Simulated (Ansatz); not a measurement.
## HfN in Ansatz: the effect of functional

The system is HfN.

```
Hf N
1.0
     0.00000    2.45482    2.45482
     2.45482    0.00000    2.45482
     2.45482    2.45482    0.00000
Hf N
1 1
Cartesian
  0.0000 0.0000 0.0000
  1.2274 1.2274 1.2274
```

The cell comes from a database or a generator and needn't be the stable form of this composition.

Alike in all runs:

* Program: Ansatz 0.2.0
* Task: single point
* Potentials or basis: all-electron PAW datasets made for the crystal
* k mesh: 6 × 6 × 6
* Occupations: fermi-dirac, width 0.05 eV
* Spin: no spin polarisation

| functional | cutoff | pressure (GPa) |
| --- | --- | --- |
| PBEsol | 440 eV (chosen from the basis error) | ? |
| HSE06 | 490 eV (chosen from the basis error) | -2.0 |
| PBE0 | 490 eV (chosen from the basis error) | -2.0 |

Q: What does the run with functional PBEsol give?

A: Pressure -5.1 GPa.

Caveats: all runs use coarse meshes; the k mesh is thin for a metal, which can move the energy by tens of meV per atom.
